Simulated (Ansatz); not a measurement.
A distorted cell of ZrO2 (tetragonal-ZrO2 type, space group P4_2/nmc):

```xyz
12
Lattice="7.2421 0.0000 0.0000 3.6210 3.6210 0.0000 0.0000 0.0000 5.2828" Properties=species:S:1:pos:R:3 pbc="T T T"
Zr     0.0000     0.0000     0.0000
Zr     3.6210     0.0000     0.0000
Zr     1.8105     1.8105     2.6414
Zr     5.4316     1.8105     2.6414
O      7.2421     1.7539     1.0184
O      3.6210     1.8671     1.0184
O      7.2421     1.9305     3.6598
O      3.6210     1.6905     3.6598
O      1.9305     0.0000     1.6230
O      5.3116     0.0000     1.6230
O      1.7539     0.0000     4.2644
O      5.4881     0.0000     4.2644
```

These are PBE (plane waves to 420 eV, PAW, scalar-relativistic; Ansatz, an electronic-structure program) values and carry that method's errors. k mesh 9×9×6 (Γ-centred), Fermi-Dirac smearing 0.05 eV. Stress and pressure are positive under compression. This is a high-temperature form of ZrO2. ZrO2 is run without spin polarisation. ZrO2 was relaxed with its symmetry unable to fall.

Q: What forces act on the atoms (eV/Å, Cartesian)?

A: 
```csv
atom,Fx,Fy,Fz
Zr1,0.000,0.000,0.000
Zr2,0.000,0.000,0.000
Zr3,0.000,0.000,0.000
Zr4,0.000,0.000,0.000
O5,0.000,0.134,0.159
O6,0.000,-0.134,0.159
O7,0.000,-0.252,-0.016
O8,0.000,0.252,-0.016
O9,-0.252,0.000,0.016
O10,0.252,0.000,0.016
O11,0.134,0.000,-0.159
O12,-0.134,0.000,-0.159
```

Q: Give the stress tensor in GPa and the pressure.

A: 
```
   0.68     0.00     0.00
   0.00     0.68     0.00
   0.00     0.00    -0.15
```
The pressure, a third of the trace, is 0.41 GPa.

(For displaced atoms, the force is minus the slope of the energy, and its curvature is a force constant, which sets phonon frequencies.)
